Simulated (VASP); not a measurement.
# GaSb3 (Fm-3m) in VASP: reference runs

Reference runs on GaSb3: the cell as given and a disturbed copy.

All numbers are computed with VASP 6.6.1; they aren't measurements. Logs are shortened: lines on timing, memory, paths and dates and some standing lists are left out, and cuts for length are marked.

## 1. The crystal as given

The structure is cubic, space group Fm-3m (No. 225). The conventional cell has a = 7.461 Å, b = 7.461 Å, c = 7.461 Å, α = 90.00°, β = 90.00°, γ = 90.00°. Sb (site symmetry m-3m) has 8 Sb at 3.23 Å as nearest neighbours. Sb (site symmetry -43m) is surrounded by 4 Sb at 3.23 Å and 4 Ga at 3.23 Å. Ga (site symmetry m-3m) has 8 Sb at 3.23 Å as nearest neighbours.

The cell comes from a database or a generator and needn't be the stable form of this composition.

## 2. Single point, PBEsol

Input file INCAR:

```
ALGO = Normal ; EDIFF = 1E-7
ENCUT = 520 ; GGA = PS
ISIF = 2 ; ISMEAR = -1
LASPH = True ; LCHARG = False
LREAL = False ; LWAVE = False
NBANDS = 22 ; NELM = 60
PREC = Accurate ; SIGMA = 0.05
```

Input file KPOINTS:

```
k-points
0
Gamma
  6 6 6
```

Input file POSCAR:

```
GaSb3
1.0
    0.0000000000      3.7305950000      3.7305950000
    3.7305950000      0.0000000000      3.7305950000
    3.7305950000      3.7305950000      0.0000000000
Sb Ga
3 1
Direct
    0.5000000000      0.5000000000      0.5000000000
    0.7500000000      0.7500000000      0.7500000000
    0.2500000000      0.2500000000      0.2500000000
    0.0000000000      0.0000000000      0.0000000000
```

Potentials or basis: VASP PAW PBE potentials, release 64 (Sb, Ga_d).

On the command line:

```
$ cat potpaw_PBE.64/Sb/POTCAR potpaw_PBE.64/Ga_d/POTCAR > POTCAR
$ mpirun -np 1 vasp_std > vasp.out
```

OUTCAR:

```text
EDIFF = 1E-7
   ENCUT = 520
   GGA = PS
   ISIF = 2
   ISMEAR = -1
   LASPH = True
   LREAL = False
   NELM = 60
   PREC = Accurate

 ion  position               nearest neighbor table
   1  0.500  0.500  0.500-   3 3.23   3 3.23   3 3.23   2 3.23   3 3.23   2 3.23   2 3.23   2 3.23

   2  0.750  0.750  0.750-   1 3.23   1 3.23   1 3.23   1 3.23   4 3.23   4 3.23   4 3.23   4 3.23
                             3 3.73   3 3.73   3 3.73   3 3.73   3 3.73   3 3.73
   3  0.250  0.250  0.250-   4 3.23   4 3.23   4 3.23   1 3.23   4 3.23   1 3.23   1 3.23   1 3.23
                             2 3.73   2 3.73   2 3.73   2 3.73   2 3.73   2 3.73
   4  0.000  0.000  0.000-   2 3.23   2 3.23   2 3.23   2 3.23   3 3.23   3 3.23   3 3.23   3 3.23

  LATTYP: Found a face centered cubic cell.
 ALAT       =     7.4611900000

  Lattice vectors:

 A1 = (   0.0000000000,   3.7305950000,   3.7305950000)
 A2 = (   3.7305950000,   0.0000000000,   3.7305950000)
 A3 = (   3.7305950000,   3.7305950000,   0.0000000000)

Analysis of symmetry for initial positions (statically):
=====================================================================
 Subroutine PRICEL returns:
 Original cell was already a primitive cell.

 Routine SETGRP: Setting up the symmetry group for a
 face centered cubic supercell.

 Subroutine GETGRP returns: Found 48 space group operations
 (whereof 48 operations were pure point group operations)
 out of a pool of 48 trial point group operations.

The static configuration has the point symmetry O_h .

Analysis of symmetry for dynamics (positions and initial velocities):
=====================================================================
 Subroutine PRICEL returns:
 Original cell was already a primitive cell.

 Routine SETGRP: Setting up the symmetry group for a
 face centered cubic supercell.

 Subroutine GETGRP returns: Found 48 space group operations
 (whereof 48 operations were pure point group operations)
 out of a pool of 48 trial point group operations.

The dynamic configuration has the point symmetry O_h .

 Subroutine INISYM returns: Found 48 space group operations
 (whereof 48 operations are pure point group operations),
 and found     1 'primitive' translations

----------------------------------------------------------------------------------------

[... 83 lines left out ...]
   LSORBIT =      F    spin-orbit coupling
   LASPH  =      T    aspherical Exc in radial PAW
   ENCUT  =  520.0 eV  38.22 Ry    6.18 a.u.   9.81  9.81  9.81*2*pi/ulx,y,z
   NELM   =     60;   NELMIN=  2; NELMDL= -5     # of ELM steps
   EDIFF  = 0.1E-06   stopping-criterion for ELM
   LREAL  =      F    real-space projection
   EDIFFG = 0.1E-05   stopping-criterion for IOM
   NSW    =      0    number of steps for IOM
   IBRION =     -1    ionic relax: 0-MD 1-quasi-New 2-CG
   NFREE  =      0    steps in history (QN), initial steepest desc. (CG)
   ISIF   =      2    stress and relaxation
   ISYM   =      2    0-nonsym 1-usesym 2-fastsym
   POTIM  = 0.5000    time-step for ionic-motion
   TEBEG  =    0.0;   TEEND  =   0.0 temperature during run
   PSTRESS=    0.0 pullay stress
   NELECT =      28.0000    total number of electrons
   NUPDOWN=      -1.0000    fix difference up-down
   EMIN   =  10.00;   EMAX   =-10.00  energy-range for DOS
   EFERMI =   0.00;   METHOD = LEGACY
   ISMEAR =    -1;   SIGMA  =   0.05  broadening in eV -4-tet -1-fermi 0-gaus
   EFERMI_NEDOS =   21; number of points for ismear=-14 and -15
   IALGO  =     38    algorithm
   IMIX   =      4    mixing-type and parameters
     AMIX     =   0.40;   BMIX     =  1.00
     AMIX_MAG =   1.60;   BMIX_MAG =  1.00
  volume/ion in A,a.u.               =      25.96       175.19
  Fermi-wavevector in a.u.,A,eV,Ry     =   1.057644  1.998657 15.219617  1.118610
  Thomas-Fermi vector in A             =   2.192924
   LORBIT       =      0    0 simple, 1 ext, 2 COOP (PROOUT), +10 PAW based schemes
   GGA     = PS    functional components
   LHFCALC =     F    Hartree Fock is set to
   AEXX    =    0.0000 exact exchange contribution
   IVDW    =     0    specifies the selected vdW correction
   LEPSILON=     F    determine dielectric tensor
   LRPA    =     F    only Hartree local field effects (RPA)
 non-spin polarized calculation
  energy-cutoff  :      520.00
  volume of cell :      103.84
 maximum number of plane-waves:      2822
   NGX = 19   NGY = 19   NGZ = 19

 number of electron      28.0000014 magnetization

 Free energy of the ion-electron system (eV)
  ---------------------------------------------------
  ext. energy  EPLUGINS =         0.00000000
  ---------------------------------------------------
  free energy    TOTEN  =       -16.22443966 eV

  energy without entropy =      -16.18811143  energy(sigma->0) =      -16.20627555

 E-fermi :   7.4420     XC(G=0): -10.2978

 val. band max:        7.4317038987   @ k =   0.5000   0.1667   0.0000
 cond. band min:       7.4872957619   @ k =   0.3333   0.1667   0.0000
 fundamental gap:      0.0555918632
 Fermi energy:         7.4419731835

 k-point     1 :       0.0000    0.0000    0.0000
  band No.  band energies     occupation
      1      -7.4982      2.00000
      2      -7.4982      2.00000
      3      -7.4982      2.00000
      4      -7.4857      2.00000
      5      -7.4857      2.00000
      6      -5.1297      2.00000
[... 389 lines left out ...]
     21      11.6060      0.00000
     22      14.4225      0.00000

------------------------ aborting loop because EDIFF is reached ----------------------------------------

  FORCE on cell =-STRESS in cart. coord.  units (eV):
  Direction    XX          YY          ZZ          XY          YZ          ZX
  --------------------------------------------------------------------------------------
  -------------------------------------------------------------------------------------
  Total       -2.2332398     -2.2332398     -2.2332398     -0.0000000     -0.0000000      0.0000000
  in kB      -34.4573306    -34.4573306    -34.4573306     -0.0000000     -0.0000000      0.0000000
  external PRESSURE =     -34.4573306 kB  Pullay stress =       0.0000000 kB

 VOLUME and BASIS-vectors are now :
 -----------------------------------------------------------------------------
  energy-cutoff  :      520.00
  volume of cell :      103.84
      direct lattice vectors                 reciprocal lattice vectors
     0.000000000  3.730595000  3.730595000    -0.134026878  0.134026878  0.134026878
     3.730595000  0.000000000  3.730595000     0.134026878 -0.134026878  0.134026878
     3.730595000  3.730595000  0.000000000     0.134026878  0.134026878 -0.134026878

 POSITION                                       TOTAL-FORCE (eV/Angst)
 -----------------------------------------------------------------------------------
      3.73060      3.73060      3.73060         0.000000     -0.000000     -0.000000
      5.59589      5.59589      5.59589         0.000000     -0.000000     -0.000000
      1.86530      1.86530      1.86530        -0.000000      0.000000      0.000000
      0.00000      0.00000      0.00000         0.000000     -0.000000     -0.000000
 -----------------------------------------------------------------------------------
    total drift:                               -0.000000      0.000000      0.000000

  FREE ENERGIE OF THE ION-ELECTRON SYSTEM (eV)
  ---------------------------------------------------
  free  energy   TOTEN  =       -16.2244396563 eV

  energy  without entropy=      -16.1881114337  energy(sigma->0) =      -16.20627555
```

stdout:

```text
POSCAR found type information on POSCAR SbGa
 POSCAR found :  2 types and       4 ions
 scaLAPACK will be used
 -----------------------------------------------------------------------------
|                                                                             |
|                                                                             |
|     You enforced a specific xc type in the INCAR file but a different       |
|     I HOPE YOU KNOW WHAT YOU ARE DOING!                                     |
|                                                                             |
 -----------------------------------------------------------------------------

 LDA part: xc-table for (Slater+PW92), standard interpolation
 POSCAR, INCAR and KPOINTS ok, starting setup
 FFT: planning ... GRIDC
 FFT: planning ... GRID_SOFT
 FFT: planning ... GRID
 WAVECAR not read
 entering main loop
```

Run time: 50 s. Hardware: 1 thread of Intel Xeon Platinum 8175M at 2.50GHz (Skylake/Cascade Lake), shared host; peak memory 0.25 GiB.

Results:

* Free energy: -16.2244 eV
* Pressure: -3.4 GPa
* Band gap on the k mesh: none (metal or under the smearing width)

Levels at points of the mesh, in eV from the Fermi level:
```csv
k point,band 12,band 13,band 14,band 15,band 16,band 17
"(0.00, 0.00, 0.00)",-2.67,-2.52,-2.52,-2.52,-0.82,-0.82
"(0.50, 0.00, 0.00)",-2.73,-2.73,-0.51,-0.17,1.94,1.94
"(0.50, 0.50, 0.00)",0.48,0.81,0.94,0.94,1.76,1.76
```

Caveat: the PAW data sets were made with another functional, which shifts forces and pressure a little. The run has no spin-orbit coupling, so splittings on Sb are missing.

## 3. Single point, PBEsol (atoms moved at random, drawn with an rms of 0.05 Å)

INCAR is that of step 2.

KPOINTS is that of step 2.

Input file POSCAR:

```
GaSb3
1.0
    0.0000000000      3.7305950000      3.7305950000
    3.7305950000      0.0000000000      3.7305950000
    3.7305950000      3.7305950000      0.0000000000
Sb Ga
3 1
Direct
    0.5003080000      0.5034980000      0.4974400000
    0.7541940000      0.7532790000      0.7501290000
    0.2418540000      0.2649210000      0.2523630000
    0.0068510000      0.0041680000     -0.0055930000
```

Potentials or basis: VASP PAW PBE potentials, release 64 (Sb, Ga_d).

On the command line:

```
$ cat potpaw_PBE.64/Sb/POTCAR potpaw_PBE.64/Ga_d/POTCAR > POTCAR
$ mpirun -np 1 vasp_std > vasp.out
```

OUTCAR:

```text
EDIFF = 1E-7
   ENCUT = 520
   GGA = PS
   ISIF = 2
   ISMEAR = -1
   LASPH = True
   LREAL = False
   NELM = 60
   PREC = Accurate

 ion  position               nearest neighbor table
   1  0.500  0.503  0.497-   3 3.19   3 3.20   2 3.21   2 3.22   2 3.23   3 3.25   2 3.26   3 3.28

   2  0.754  0.753  0.750-   1 3.21   1 3.22   4 3.22   4 3.22   4 3.23   1 3.23   4 3.26   1 3.26
                             3 3.68   3 3.69   3 3.73   3 3.73   3 3.77   3 3.78
   3  0.242  0.265  0.252-   4 3.19   1 3.19   1 3.20   4 3.20   4 3.25   1 3.25   1 3.28   4 3.30
                             2 3.68   2 3.69   2 3.73   2 3.73   2 3.77   2 3.78
   4  0.007  0.004  0.994-   3 3.19   3 3.20   2 3.22   2 3.22   2 3.23   3 3.25   2 3.26   3 3.30

  LATTYP: Found a face centered cubic cell.
 ALAT       =     7.4611900000

  Lattice vectors:

 A1 = (   0.0000000000,   3.7305950000,   3.7305950000)
 A2 = (   3.7305950000,   0.0000000000,   3.7305950000)
 A3 = (   3.7305950000,   3.7305950000,   0.0000000000)

Analysis of symmetry for initial positions (statically):
=====================================================================
 Subroutine PRICEL returns:
 Original cell was already a primitive cell.

 Routine SETGRP: Setting up the symmetry group for a
 face centered cubic supercell.

 Subroutine GETGRP returns: Found  1 space group operations
 (whereof  1 operations were pure point group operations)
 out of a pool of 48 trial point group operations.

The static configuration has the point symmetry C_1 .

Analysis of symmetry for dynamics (positions and initial velocities):
=====================================================================
 Subroutine PRICEL returns:
 Original cell was already a primitive cell.

 Routine SETGRP: Setting up the symmetry group for a
 face centered cubic supercell.

 Subroutine GETGRP returns: Found  1 space group operations
 (whereof  1 operations were pure point group operations)
 out of a pool of 48 trial point group operations.

The dynamic configuration has the point symmetry C_1 .
[... 123 lines left out ...]
     AMIX_MAG =   1.60;   BMIX_MAG =  1.00
  volume/ion in A,a.u.               =      25.96       175.19
  Fermi-wavevector in a.u.,A,eV,Ry     =   1.057644  1.998657 15.219617  1.118610
  Thomas-Fermi vector in A             =   2.192924
   LORBIT       =      0    0 simple, 1 ext, 2 COOP (PROOUT), +10 PAW based schemes
   GGA     = PS    functional components
   LHFCALC =     F    Hartree Fock is set to
   AEXX    =    0.0000 exact exchange contribution
   IVDW    =     0    specifies the selected vdW correction
   LEPSILON=     F    determine dielectric tensor
   LRPA    =     F    only Hartree local field effects (RPA)
 non-spin polarized calculation
  energy-cutoff  :      520.00
  volume of cell :      103.84
 maximum number of plane-waves:      2822
   NGX = 19   NGY = 19   NGZ = 19

 number of electron      27.9999997 magnetization

 Free energy of the ion-electron system (eV)
  ---------------------------------------------------
  ext. energy  EPLUGINS =         0.00000000
  ---------------------------------------------------
  free energy    TOTEN  =       -16.22328640 eV

  energy without entropy =      -16.18799961  energy(sigma->0) =      -16.20564300

 E-fermi :   7.4401     XC(G=0): -10.2971

 val. band max:        7.4382603049   @ k =   0.0000   0.1667   0.3333
 cond. band min:       7.4432066460   @ k =   0.0000   0.5000   0.1667
 fundamental gap:      0.0049463411
 Fermi energy:         7.4400992225

 k-point     1 :       0.0000    0.0000    0.0000
  band No.  band energies     occupation
      1      -7.4985      2.00000
      2      -7.4972      2.00000
      3      -7.4952      2.00000
      4      -7.4841      2.00000
      5      -7.4840      2.00000
      6      -5.1335      2.00000
[... 589 lines left out ...]
     21      12.1825      0.00000
     22      12.9054      0.00000

 [... further k-points ...]

------------------------ aborting loop because EDIFF is reached ----------------------------------------

  FORCE on cell =-STRESS in cart. coord.  units (eV):
  Direction    XX          YY          ZZ          XY          YZ          ZX
  --------------------------------------------------------------------------------------
  -------------------------------------------------------------------------------------
  Total       -2.2167526     -2.2088792     -2.2228662     -0.0079537      0.2555543     -0.1830774
  in kB      -34.2029450    -34.0814639    -34.2972742     -0.1227197      3.9430241     -2.8247568
  external PRESSURE =     -34.1938944 kB  Pullay stress =       0.0000000 kB

 VOLUME and BASIS-vectors are now :
 -----------------------------------------------------------------------------
  energy-cutoff  :      520.00
  volume of cell :      103.84
      direct lattice vectors                 reciprocal lattice vectors
     0.000000000  3.730595000  3.730595000    -0.134026878  0.134026878  0.134026878
     3.730595000  0.000000000  3.730595000     0.134026878 -0.134026878  0.134026878
     3.730595000  3.730595000  0.000000000     0.134026878  0.134026878 -0.134026878

 POSITION                                       TOTAL-FORCE (eV/Angst)
 -----------------------------------------------------------------------------------
      3.73409      3.72219      3.74479        -0.004640      0.011894      0.019022
      5.60861      5.61202      5.62377         0.036153     -0.022606     -0.007682
      1.92978      1.84372      1.89057        -0.024910      0.017968      0.001788
      3.72528      3.73529      0.04111        -0.006603     -0.007257     -0.013128
 -----------------------------------------------------------------------------------
    total drift:                                0.000132     -0.000036      0.000005

  FREE ENERGIE OF THE ION-ELECTRON SYSTEM (eV)
  ---------------------------------------------------
  free  energy   TOTEN  =       -16.2232863950 eV

  energy  without entropy=      -16.1879996086  energy(sigma->0) =      -16.20564300
```

stdout:

```text
POSCAR found type information on POSCAR SbGa
 POSCAR found :  2 types and       4 ions
 scaLAPACK will be used
 -----------------------------------------------------------------------------
|                                                                             |
|                                                                             |
|     You enforced a specific xc type in the INCAR file but a different       |
|     I HOPE YOU KNOW WHAT YOU ARE DOING!                                     |
|                                                                             |
 -----------------------------------------------------------------------------

 LDA part: xc-table for (Slater+PW92), standard interpolation
 POSCAR, INCAR and KPOINTS ok, starting setup
 FFT: planning ... GRIDC
 FFT: planning ... GRID_SOFT
 FFT: planning ... GRID
 WAVECAR not read
 entering main loop
```

Run time: 4.5 min. Hardware: 1 thread of Intel Xeon Platinum 8175M at 2.50GHz (Skylake/Cascade Lake), shared host; peak memory 0.4 GiB.

Results:

```yaml
Free_energy: -16.2233 eV
Pressure: -3.4 GPa
Largest_force: 0.043 eV/Å
Band_gap_on_the_k_mesh: none (metal or under the smearing width)
```

Forces on the atoms (eV/Å):
```
Sb  -0.005  0.012  0.019
Sb   0.036 -0.023 -0.008
Sb  -0.025  0.018  0.002
Ga  -0.007 -0.007 -0.013
```

Stress tensor (GPa, compression positive):
```
-3.42 -0.01 -0.28
-0.01 -3.41  0.39
-0.28  0.39 -3.43
```

Caveat: the PAW data sets were made with another functional, which shifts forces and pressure a little. Spin-orbit coupling is left out, which matters for the levels of Sb.
